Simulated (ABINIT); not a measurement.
The system is HfN.

```
CELL_PARAMETERS angstrom
0.00000 2.25600 2.25600
2.25600 0.00000 2.25600
2.25600 2.25600 0.00000
ATOMIC_POSITIONS crystal
Hf 0.00000 0.00000 0.00000
N 0.50000 0.50000 0.50000
```

* Program: ABINIT 10.8.3 (patched build)
* Task: relaxation of cell and atoms
* Functional: LDA
* Potentials or basis: PseudoDojo NC SR LDA v0.4.1 standard
* Cutoff: 1143 eV
* k mesh: 8 × 8 × 8
* Occupations: fermi-dirac, width 0.05 eV
* Spin: no spin polarisation

At the start: pressure -12.1 GPa; volume 11.48 Å³/atom.

**Question.** How do energy, volume and symmetry change on relaxing?

**Answer.** Over 4 steps the energy falls by 18.9 meV/atom and the volume is 11.00 Å³/atom (-4.2 %); space group Fm-3m (No. 225, to 0.05 Å).

Step by step:
| step | energy change (eV) | largest force (eV/Å) | pressure (GPa) | volume (Å³) |
| --- | --- | --- | --- | --- |
| 1 | 0.0000 | 0.0000 | -12.11 | 22.96 |
| 2 | -0.0371 | 0.0000 | -1.69 | 22.12 |
| 3 | -0.0378 | 0.0000 | 0.10 | 22.00 |
| 4 | -0.0378 | 0.0000 | 0.00 | 22.00 |

Final structure:
```cif
data_structure
_symmetry_space_group_name_H-M 'P 1'
_symmetry_Int_Tables_number 1
_cell_length_a 3.1453
_cell_length_b 3.1453
_cell_length_c 3.1453
_cell_angle_alpha 60.000
_cell_angle_beta 60.000
_cell_angle_gamma 60.000
_cell_volume 22.00
loop_
_atom_site_label
_atom_site_type_symbol
_atom_site_fract_x
_atom_site_fract_y
_atom_site_fract_z
_atom_site_occupancy
Hf1 Hf 0.00000 0.00000 0.00000 1
N1 N 0.50000 0.50000 0.50000 1
```
